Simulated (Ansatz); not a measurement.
**ZrC: all-electron results**

```xyz
2
Lattice="0.0000 2.5452 2.5452 2.5452 0.0000 2.5452 2.5452 2.5452 0.0000" Properties=species:S:1:pos:R:3 pbc="T T T"
Zr    0.0000    0.0000    0.0000
C     1.2726    1.2726    1.2726
```

Atom numbers follow the list: Zr1, C2.

The structure comes from a relaxation in the same program, started in the zincblende type, and has space group F-43m. Whether it is a known phase or the ground state wasn't checked.

Levels of theory: DFT, PBE, all-electron LAPW, scalar-relativistic (Ansatz 0.2.0); DFT, PBE, PAW with Ansatz's default frozen-core files, scalar-relativistic (Ansatz 0.2.0).

For LAPW: a Γ-centred 11×11×11 k mesh, Fermi–Dirac smearing of 0.03 eV, basis error target 1 meV/atom, no spin polarisation. PAW takes a cutoff of 420 eV at this cell. The Ansatz runs share mesh, smearing and spin set-up. Values come from LAPW unless marked.

```
Band gap                                                                                                               : 0.48 eV, indirect from X (-0.5, -0.5, 0) to the line X (-0.5, -0.5, 0)–U (-0.375, -0.375, 0.25)
Smallest direct gap on the path                                                                                        : 0.57 eV
Löwdin charges (with 0.04 e of the cell spilling out of the atomic basis, so their sizes and signs hang on that basis) : Zr1 0.88, C2 -0.85 e
Bader charges (from the PAW run)                                                                                       : Zr1 +1.89, C2 -1.89 e
Volume per atom                                                                                                        : 16.49 Å³
Pressure at this cell                                                                                                  : 0.02 GPa
```
